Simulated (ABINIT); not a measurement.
The system is CaO.

```
Ca O
1.0
     0.00000    2.40356    2.40356
     2.40356    0.00000    2.40356
     2.40356    2.40356    0.00000
Ca O
1 1
Direct
  0.00000 0.00000 0.00000
  0.50000 0.50000 0.50000
```

The cell is a database's computed one.

Base run:

```yaml
Program: ABINIT 10.8.3 (patched build)
Functional: BP86
Potentials_or_basis: JTH PAW PBE v2.0
Cutoff: 626 eV
k_mesh: 10 × 10 × 10
Occupations: fermi-dirac, width 0.05 eV
Spin: no spin polarisation
```

Its results: band gap on the k mesh 3.67 eV, indirect (least direct gap 4.04 eV); pressure 1.0 GPa.

The run is repeated on the same cell with these changes: functional from BP86 to rPW86PBE. What comes out?

Band gap on the k mesh 3.66 eV, indirect (least direct gap 4.04 eV); pressure 3.6 GPa.

Caveats: the PAW data sets were made with another functional, which shifts forces and pressure a little.
